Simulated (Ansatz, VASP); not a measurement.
## ZnSe: VASP beside Ansatz

The input INCAR:

```
SYSTEM = ZnSe
PREC     = Accurate       ! precision mode
ENCUT    = 520            ! plane-wave cutoff, eV
EDIFF    = 1E-7           ! SCF threshold, eV
ISMEAR   = 0              ! smearing method
SIGMA    = 0.01           ! smearing width, eV
LREAL    = .FALSE.        ! projectors in reciprocal space
LASPH    = .TRUE.         ! aspherical terms in the spheres
NELM     = 80             ! most SCF steps
ALGO     = Normal         ! electronic algorithm
ISIF     = 2              ! what is computed and relaxed
LWAVE    = .FALSE.        ! write WAVECAR
LCHARG   = .TRUE.         ! write CHGCAR
GGA      = PE             ! functional
LELF     = .TRUE.         ! ELF
LVHAR    = .TRUE.       
NBANDS   = 16             ! bands
```

The input KPOINTS:

```
regular mesh
0
G
  8 8 8
  0 0 0
```

Contents of POSCAR:

```
ZnSe
1.0
    0.0000000000      2.8324206815      2.8324206815
    2.8324206815      0.0000000000      2.8324206815
    2.8324206815      2.8324206815      0.0000000000
Zn Se
1 1
Direct
    0.0000000000      0.0000000000      0.0000000000
    0.2500000000      0.2500000000      0.2500000000
```

Input for Ansatz:

```yaml
crystal:
  lattice:
    - [0.0, 2.8324206815, 2.8324206815]
    - [2.8324206815, 0.0, 2.8324206815]
    - [2.8324206815, 2.8324206815, 0.0]
  atoms:
    - { symbol: Zn, position: [0.0, 0.0, 0.0] }
    - { symbol: Se, position: [0.25, 0.25, 0.25] }
kpoints:
  mp_grid: { grid: [8, 8, 8] }
  band_path:
    path:
      - [0.0, 0.0, 0.0]
      - [-0.5, -0.5, 0.0]
      - [-0.375, -0.375, 0.25]
      - [-0.375, 0.0, 0.375]
      - [0.0, 0.0, 0.5]
      - [-0.5, -0.25, 0.25]
    npoints: 1
hamiltonian:
  xc: pbe
scf:
  occupations: { method: fixed }
  n_extra_bands: 4
output:
  forces: true
  stress: true
  eigenvalues: true
```

Alike in both runs: task single point; functional PBE; k mesh 8 × 8 × 8; no spin polarisation.

```csv
,VASP,Ansatz
version,VASP 6.6.1,Ansatz 0.2.0
potentials or method,"VASP PAW PBE potentials, release 64 (Zn, Se)","plane waves, PAW"
plane-wave cutoff (eV),520,420
occupations,"gaussian, width 0.01 eV",fixed
valence electrons in the cell,18,28
```

|  | VASP | Ansatz | Ansatz less VASP |
| --- | --- | --- | --- |
| gap on the k mesh at the Fermi level (eV) | 1.30 | 1.29 | -0.002 |
| pressure (GPa) | 2.4 | 2.2 | -0.24 |

The two sets of potentials don't hold the same shells in valence.

A hybrid or GW would open this gap; PBE tends to underestimate it.
